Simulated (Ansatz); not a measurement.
MgO: moving O off its site

MgO, P-6m2, a = 2.938 Å, c = 2.680 Å (as given, not relaxed at this level: -9.4 GPa). This isn't the usual stable structure of the compound. Ansatz: LDA, PAW, 420 eV, Γ-centred 9×9×8 mesh on 2 atoms, Gaussian smearing 0.05 eV; no spin polarisation.

```xyz
2
Lattice="2.9380 0.0000 0.0000 -1.4690 2.5444 0.0000 0.0000 0.0000 2.6797" Properties=species:S:1:pos:R:3 pbc="T T T"
Mg    0.0000    0.0000    0.0000
O     0.0000    1.6963    1.3398
```

Atom 2 (O) moves by x along the unit vector (0.000, 0.000, -1.000), with its periodic images; all else is held. y is the free energy of the cell over the start, F the force along the path summed over the moved atoms. Symmetry makes y even in x.

```tsv
x (Å)	y (meV)	F (eV/Å)
-0.200	57.56	0.59
-0.100	14.17	0.28
0.000	0.00	0.00
0.025	0.88	-0.07
0.050	3.53	-0.14
0.075	7.95	-0.21
0.125	?	?
0.150	32.09	-0.43
0.175	43.86	-0.51
```

Question: Fit y = c2 x² + c4 x⁴ to the energies of the other rows, give the force constant, and predict energy and force of the missing row.

Answer: Least squares on the rows shown. y = 1409.7 x² + 733.08 x⁴. The force constant is 2 c2 = 2.82 eV/Å², for the cell as given, at -9.4 GPa (for all images moving together, not for a lone atom). The force −dy/dx at the missing row is -0.36 eV/Å (computed -0.36). At x = 0.125 the fit asked for gives 22.21 meV. The run gave 22.21 meV, the same to the digits shown.